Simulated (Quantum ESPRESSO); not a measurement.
# Ga (I4/mmm) in Quantum ESPRESSO: further runs

Aim: see how the results for Ga move with the level of theory and the settings. Levels: PBEsol, PBEsol+D3, PBEsol+D3(BJ), PBEsol+rVV10, PBEsol+D4. Tasks: relaxation of cell and atoms.

All numbers are computed with Quantum ESPRESSO 7.5; they aren't measurements. Logs are shortened: lines on timing, memory, paths and dates and some standing lists are left out, and cuts for length are marked.

**1. The crystal as given**

It takes space group I4/mmm (No. 139, tetragonal). The conventional cell has a = 2.769 Å, b = 2.769 Å, c = 4.622 Å, α = 90.00°, β = 90.00°, γ = 90.00°. Ga (site symmetry 4/mmm) is surrounded by 12 Ga at 2.77 to 3.03 Å.

This isn't the form of Ga at room conditions, which is orthorhombic.

**2. Relaxation of cell and atoms, PBEsol**

Contents of run.py:

```python
import numpy as np
from ase.calculators.espresso import Espresso, EspressoProfile
from ase.io import read

atoms = read('Ga.cif')

input_data = {
    'control': {'calculation': 'scf', 'prefix': 'pwscf', 'outdir': './tmp', 'tprnfor': True, 'tstress': True, 'disk_io': 'low'},
    'system': {'ecutwfc': 56.0, 'ecutrho': 448.0, 'nbnd': 16, 'occupations': 'smearing', 'smearing': 'fd', 'degauss': 0.00367493},
    'electrons': {'conv_thr': 2e-10, 'electron_maxstep': 120, 'mixing_beta': 0.5},
}
pseudopotentials = {'Ga': 'ga_pbesol_v1.4.uspp.F.UPF'}
profile = EspressoProfile(command='mpirun -n 2 pw.x -nk 2', pseudo_dir='pseudo')
dft = Espresso(profile=profile, input_data=input_data, pseudopotentials=pseudopotentials, kpts=(13, 13, 13), koffset=(0, 0, 0))
atoms.calc = dft

from ase.optimize import BFGS
from ase.filters import FrechetCellFilter
done = BFGS(FrechetCellFilter(atoms), trajectory='opt.traj').run(fmax=0.02, steps=30)
print('converged', done)
print('cell (A)', np.round(atoms.cell.cellpar(), 5))
print(f'energy {atoms.get_potential_energy():.8f} eV')
print('forces (eV/A)')
print(np.round(atoms.get_forces(), 6))
print('stress (eV/A^3, Voigt)')
print(np.round(atoms.get_stress(), 8))
print(f'Fermi level {dft.get_fermi_level():.4f} eV')
```

Contents of Ga.cif:

```cif
data_Ga
_cell_length_a 3.02900565
_cell_length_b 3.02900565
_cell_length_c 3.02900565
_cell_angle_alpha 125.60652844
_cell_angle_beta 125.60652844
_cell_angle_gamma 80.53580512
_space_group_name_H-M_alt 'P1'
_space_group_name_Hall 'P 1'
_space_group_IT_number 1
loop_
_space_group_symop_operation_xyz
'x,y,z'
loop_
_atom_site_label
_atom_site_type_symbol
_atom_site_symmetry_multiplicity
_atom_site_Wyckoff_symbol
_atom_site_fract_x
_atom_site_fract_y
_atom_site_fract_z
_atom_site_occupancy
Ga1 Ga 1 a 0.0000000000 0.0000000000 0.0000000000 1
```

Potentials or basis: GBRV 1.5 PBEsol.

Command:

```bash
OMP_NUM_THREADS=1 python run.py
```

The program printed:

```text
Step          Energy          fmax
BFGS:    0    -5646.269194        0.033296
BFGS:    1    -5646.269218        0.036115
BFGS:    2    -5646.268917        0.058210
BFGS:    3    -5646.269219        0.008365
converged True
cell (A) [  3.02184   3.02184   3.02184 125.54944 125.54945  80.62993]
energy -5646.26921897 eV
forces (eV/A)
[[0. 0. 0.]]
stress (eV/A^3, Voigt)
[ 7.8960e-05 -7.7130e-05 -4.7469e-04 -0.0000e+00 -0.0000e+00  4.6826e-04]
Fermi level 11.9702 eV
```

espresso.pwi:

```text
&CONTROL
   calculation      = 'scf'
   tstress          = .true.
   tprnfor          = .true.
   outdir           = './tmp'
   prefix           = 'pwscf'
   disk_io          = 'low'
   pseudo_dir       = 'pseudo'
/
&SYSTEM
   nbnd             = 16
   ecutwfc          = 56.0
   ecutrho          = 448.0
   occupations      = 'smearing'
   degauss          = 0.00367493
   smearing         = 'fd'
   ntyp             = 1
   nat              = 1
   ibrav            = 0
/
&ELECTRONS
   electron_maxstep = 120
   conv_thr         = 2e-10
   mixing_beta      = 0.5
/
&IONS
/
&CELL
/
&FCP
/
&RISM
/
ATOMIC_SPECIES
Ga 69.723 ga_pbesol_v1.4.uspp.F.UPF

K_POINTS automatic
13 13 13  0 0 0

CELL_PARAMETERS angstrom
3.02183963732615 -0.00248234364103 0.00000000000000
0.49443624317935 2.98111486992625 0.00000000000000
-1.75813794004601 -1.48931626296748 1.95509654836622

ATOMIC_POSITIONS angstrom
Ga 0.0000000000 0.0000000000 0.0000000000
```

espresso.pwo:

```text
This program is part of the open-source Quantum ESPRESSO suite
     for quantum simulation of materials; please cite
         "P. Giannozzi et al., J. Phys.:Condens. Matter 21 395502 (2009);
         "P. Giannozzi et al., J. Phys.:Condens. Matter 29 465901 (2017);
         "P. Giannozzi et al., J. Chem. Phys. 152 154105 (2020);
     in publications or presentations arising from this work. More details at

Warning: card &CELL ignored
Warning: card &FCP ignored
Warning: card &RISM ignored

     Message from routine setup:
     using ibrav=0 with symmetry is DISCOURAGED, use correct ibrav instead

     K-points division:     npool     =       2
     Subspace diagonalization in iterative solution of the eigenvalue problem:
     a serial algorithm will be used

     G-vector sticks info
     --------------------
     sticks:   dense  smooth     PW     G-vecs:    dense   smooth      PW
     Sum        1145     573    215                19013     6789    1581

     Using Slab Decomposition

     bravais-lattice index     =            0
     lattice parameter (alat)  =       5.7105  a.u.
     unit-cell volume          =     118.8705 (a.u.)^3
     number of atoms/cell      =            1
     number of atomic types    =            1
     number of electrons       =        19.00
     number of Kohn-Sham states=           16
     kinetic-energy cutoff     =      56.0000  Ry
     charge density cutoff     =     448.0000  Ry
     scf convergence threshold =      2.0E-10
     mixing beta               =       0.5000
     number of iterations used =            8  plain     mixing
     Exchange-correlation= SLA  PW   PSX  PSC
                           (   1   4  10   8   0   0   0)

     celldm(1)=   5.710451  celldm(2)=   0.000000  celldm(3)=   0.000000
     celldm(4)=   0.000000  celldm(5)=   0.000000  celldm(6)=   0.000000

     crystal axes: (cart. coord. in units of alat)
               a(1) = (   1.000000  -0.000821   0.000000 )
               a(2) = (   0.163621   0.986523   0.000000 )
               a(3) = (  -0.581810  -0.492851   0.646989 )

     reciprocal axes: (cart. coord. in units 2 pi/alat)
               b(1) = (  0.999864 -0.165834  0.772811 )
               b(2) = (  0.000833  1.013523  0.772811 )
               b(3) = ( -0.000000  0.000000  1.545622 )

     PseudoPot. # 1 for Ga read from file:
     ga_pbesol_v1.4.uspp.F.UPF
     Pseudo is Ultrasoft + core correction, Zval = 19.0
     Generated by new atomic code, or converted to UPF format
     Using radial grid of  871 points,  6 beta functions with:
                l(1) =   0
                l(2) =   0
                l(3) =   1
                l(4) =   1
                l(5) =   2
                l(6) =   2
     Q(r) pseudized with  8 coefficients,  rinner =    1.250   1.250   1.250
                                                       1.250   1.250

     atomic species   valence    mass     pseudopotential
     Ga               19.00    69.72300     Ga( 1.00)

      4 Sym. Ops., with inversion, found

   Cartesian axes

     site n.     atom                  positions (alat units)
         1        Ga     tau(   1) = (   0.0000000   0.0000000   0.0000000  )

     number of k points=   595  Fermi-Dirac smearing, width (Ry)=  0.0037

     Number of k-points >= 100: set verbosity='high' to print them.

     Dense  grid:    19013 G-vectors     FFT dimensions: (  40,  40,  40)

     Smooth grid:     6789 G-vectors     FFT dimensions: (  27,  27,  27)

     Check: negative core charge=   -0.000001

     Initial potential from superposition of free atoms

     starting charge      18.0000, renormalised to      19.0000
     Starting wfcs are   12 randomized atomic wfcs +    4 random wfcs

     Self-consistent Calculation

     iteration #  1     ecut=    56.00 Ry     beta= 0.50
     Davidson diagonalization with overlap
     ethr =  1.00E-02,  avg # of iterations =  5.7

     total energy              =    -410.54268991 Ry
     estimated scf accuracy    <       9.12003493 Ry

     iteration #  2     ecut=    56.00 Ry     beta= 0.50
     Davidson diagonalization with overlap
     ethr =  1.00E-02,  avg # of iterations =  2.0

     total energy              =    -414.87702712 Ry
     estimated scf accuracy    <       2.25417521 Ry

     iteration #  3     ecut=    56.00 Ry     beta= 0.50
     Davidson diagonalization with overlap
     ethr =  1.00E-02,  avg # of iterations =  2.0
[... 36 lines left out ...]
     total energy              =    -414.99316954 Ry
     estimated scf accuracy    <          7.1E-09 Ry

     iteration #  9     ecut=    56.00 Ry     beta= 0.50
     Davidson diagonalization with overlap
     ethr =  3.72E-11,  avg # of iterations =  2.9

     total energy              =    -414.99316954 Ry
     estimated scf accuracy    <       0.00000003 Ry

     iteration # 10     ecut=    56.00 Ry     beta= 0.50
     Davidson diagonalization with overlap
     ethr =  3.72E-11,  avg # of iterations =  2.0

     End of self-consistent calculation

     Number of k-points >= 100: set verbosity='high' to print the bands.

     the Fermi energy is    11.9702 ev

!    total energy              =    -414.99316954 Ry
     estimated scf accuracy    <          1.6E-10 Ry
     smearing contrib. (-TS)   =      -0.00020984 Ry
     internal energy E=F+TS    =    -414.99295971 Ry

     The total energy is F=E-TS. E is the sum of the following terms:
     one-electron contribution =    -326.89652287 Ry
     hartree contribution      =     171.75531084 Ry
     xc contribution           =     -47.98749936 Ry
     ewald contribution        =    -211.86424832 Ry

     convergence has been achieved in  10 iterations

     Forces acting on atoms (cartesian axes, Ry/au):

     atom    1 type  1   force =     0.00000000    0.00000000    0.00000000

     Total force =     0.000000     Total SCF correction =     0.000000

     Computing stress (Cartesian axis) and pressure

          total   stress  (Ry/bohr**3)                   (kbar)     P=        0.25
  -0.00000086  -0.00000510   0.00000000           -0.13       -0.75        0.00
  -0.00000510   0.00000084   0.00000000           -0.75        0.12        0.00
   0.00000000   0.00000000   0.00000517            0.00        0.00        0.76

=------------------------------------------------------------------------------=
   JOB DONE.
=------------------------------------------------------------------------------=
```

It took 6.1 min on 2 MPI ranks of Arm Neoverse V1, shared host; peak memory 0.28 GiB.

What came out:

```yaml
Free_energy: -5646.2697 eV
Relaxed_volume: 17.61 Å³/atom
Relaxed_cell: a = 3.022 Å, b = 3.022 Å, c = 3.022 Å, α = 125.55°, β = 125.55°, γ = 80.63°
Space_group_after_relaxing_to_0.05_Å: I4/mmm (No. 139)
Energy_gained_by_relaxing: 0.0 meV/atom
Ionic_steps: 4
Pressure_after_relaxing: 0.0 GPa
Band_gap_on_the_k_mesh: none (metal or under the smearing width)
```

Final structure:
```
Ga
1.0
     3.02184   -0.00248    0.00000
     0.49444    2.98111    0.00000
    -1.75814   -1.48932    1.95510
Ga
1
Direct
  0.00000 0.00000 0.00000
```

Levels at points of the mesh, in eV from the Fermi level:
| k point | band 6 | band 7 | band 8 | band 9 | band 10 | band 11 | band 12 | band 13 |
| --- | --- | --- | --- | --- | --- | --- | --- | --- |
| (0.00, 0.00, 0.00) | -14.77 | -14.77 | -14.61 | -11.53 | 12.86 | 13.14 | 13.14 | 16.28 |

**3. Relaxation of cell and atoms, PBEsol+D3**

run.py, as its differences from that of step 2:

```diff
@@ -8,3 +8,3 @@
     'control': {'calculation': 'scf', 'prefix': 'pwscf', 'outdir': './tmp', 'tprnfor': True, 'tstress': True, 'disk_io': 'low'},
-    'system': {'ecutwfc': 56.0, 'ecutrho': 448.0, 'nbnd': 16, 'occupations': 'smearing', 'smearing': 'fd', 'degauss': 0.00367493},
+    'system': {'ecutwfc': 56.0, 'ecutrho': 448.0, 'nbnd': 16, 'occupations': 'smearing', 'smearing': 'fd', 'degauss': 0.00367493, 'vdw_corr': 'grimme-d3', 'dftd3_version': 3},
     'electrons': {'conv_thr': 2e-10, 'electron_maxstep': 120, 'mixing_beta': 0.5},
@@ -16,5 +16,5 @@
 
-from ase.optimize import BFGS
+from ase.optimize import LBFGS
 from ase.filters import FrechetCellFilter
-done = BFGS(FrechetCellFilter(atoms), trajectory='opt.traj').run(fmax=0.02, steps=30)
+done = LBFGS(FrechetCellFilter(atoms), trajectory='opt.traj').run(fmax=0.02, steps=30)
 print('converged', done)
```

Ga.cif is that of step 2.

Potentials or basis: GBRV 1.5 PBEsol.

Command:

```bash
OMP_NUM_THREADS=1 python run.py
```

It took 14 min on 2 MPI ranks of Arm Neoverse V1, shared host; peak memory 0.3 GiB.

The run converged. Its results:

```yaml
Free_energy: -5646.4060 eV
Relaxed_volume: 17.19 Å³/atom
Relaxed_cell: a = 2.975 Å, b = 2.975 Å, c = 2.975 Å, α = 124.50°, β = 124.50°, γ = 82.37°
Space_group_after_relaxing_to_0.05_Å: I4/mmm (No. 139)
Energy_gained_by_relaxing: 3.3 meV/atom
Ionic_steps: 9
Pressure_after_relaxing: -0.1 GPa
Band_gap_on_the_k_mesh: none (metal or under the smearing width)
```

Step by step:
```csv
step,energy change (eV),largest force (eV/Å),pressure (GPa),volume (Å³)
1,0.0000,0.0000,-1.73,17.72
2,-0.0013,0.0000,-1.34,17.57
3,-0.0024,0.0000,0.47,17.09
4,-0.0026,0.0000,0.03,17.20
5,-0.0027,0.0000,0.00,17.21
6,-0.0030,0.0000,-0.09,17.23
7,-0.0032,0.0000,-0.20,17.22
8,-0.0031,0.0000,0.16,17.16
9,-0.0033,0.0000,-0.05,17.19
```

Final structure:
```
CELL_PARAMETERS angstrom
2.97485 -0.04751 0.00000
0.44229 2.94218 0.00000
-1.70857 -1.44733 1.95909
ATOMIC_POSITIONS crystal
Ga 0.00000 0.00000 0.00000
```

Levels at points of the mesh, in eV from the Fermi level:
| k point | band 7 | band 8 | band 9 | band 10 | band 11 | band 12 |
| --- | --- | --- | --- | --- | --- | --- |
| (0.00, 0.00, 0.00) | -14.81 | -14.64 | -11.74 | 13.37 | 13.38 | 13.38 |

Caveat: pairwise dispersion overbinds metals, which lowers pressure and volume.

**4. Relaxation of cell and atoms, PBEsol+D3(BJ)**

run.py, as its differences from that of step 3:

```diff
@@ -8,3 +8,3 @@
     'control': {'calculation': 'scf', 'prefix': 'pwscf', 'outdir': './tmp', 'tprnfor': True, 'tstress': True, 'disk_io': 'low'},
-    'system': {'ecutwfc': 56.0, 'ecutrho': 448.0, 'nbnd': 16, 'occupations': 'smearing', 'smearing': 'fd', 'degauss': 0.00367493, 'vdw_corr': 'grimme-d3', 'dftd3_version': 3},
+    'system': {'ecutwfc': 56.0, 'ecutrho': 448.0, 'nbnd': 16, 'occupations': 'smearing', 'smearing': 'fd', 'degauss': 0.00367493, 'vdw_corr': 'grimme-d3', 'dftd3_version': 4},
     'electrons': {'conv_thr': 2e-10, 'electron_maxstep': 120, 'mixing_beta': 0.5},
@@ -16,5 +16,5 @@
 
-from ase.optimize import LBFGS
+from ase.optimize import FIRE
 from ase.filters import FrechetCellFilter
-done = LBFGS(FrechetCellFilter(atoms), trajectory='opt.traj').run(fmax=0.02, steps=30)
+done = FIRE(FrechetCellFilter(atoms), trajectory='opt.traj').run(fmax=0.02, steps=30)
 print('converged', done)
```

Ga.cif is that of step 3.

Command:

```bash
OMP_NUM_THREADS=1 python run.py
```

It took 27 min on 2 MPI ranks of Arm Neoverse V1, shared host; peak memory 0.3 GiB.

Results (log left out):

- Free energy: -5646.5790 eV
- Relaxed volume: 16.84 Å³/atom
- Relaxed cell: a = 2.960 Å, b = 2.960 Å, c = 2.960 Å, α = 124.76°, β = 124.76°, γ = 81.94°
- Space group after relaxing (to 0.05 Å): I4/mmm (No. 139)
- Energy gained by relaxing: 7.7 meV/atom
- Ionic steps: 18
- Pressure after relaxing: 0.0 GPa
- Band gap on the k mesh: none (metal or under the smearing width)

Stress tensor (GPa, compression positive):
```
-0.02 -0.13  0.00
-0.13  0.02  0.00
 0.00  0.00  0.13
```

Step by step:
```csv
step,energy change (eV),largest force (eV/Å),pressure (GPa),volume (Å³)
1,0.0000,0.0000,-2.87,17.72
2,-0.0027,0.0000,-2.41,17.55
3,-0.0059,0.0000,-1.32,17.25
4,-0.0070,0.0000,0.17,16.88
5,-0.0070,0.0000,0.16,16.88
6,-0.0070,0.0000,0.13,16.88
7,-0.0071,0.0000,0.11,16.89
8,-0.0071,0.0000,0.06,16.90
9,-0.0071,0.0000,0.03,16.90
10,-0.0072,0.0000,-0.02,16.91
11,-0.0072,0.0000,-0.05,16.92
12,-0.0073,0.0000,-0.09,16.92
13,-0.0073,0.0000,-0.11,16.92
14,-0.0074,0.0000,-0.12,16.92
15,-0.0074,0.0000,-0.12,16.91
16,-0.0075,0.0000,-0.09,16.89
17,-0.0076,0.0000,-0.03,16.87
18,-0.0077,0.0000,0.04,16.84
```

Final structure:
```
Ga
1.0
     2.96005   -0.03638    0.00000
     0.45084    2.92574    0.00000
    -1.70545   -1.44468    1.94102
Ga
1
Direct
  0.00000 0.00000 0.00000
```

Levels at points of the mesh, in eV from the Fermi level:
```csv
k point,band 6,band 7,band 8,band 9,band 10,band 11,band 12,band 13
"(0.00, 0.00, 0.00)",-14.84,-14.84,-14.66,-11.92,13.58,13.62,13.62,16.70
```

Caveat: pairwise dispersion overbinds metals, which lowers pressure and volume.

[end of part 1 of 2]
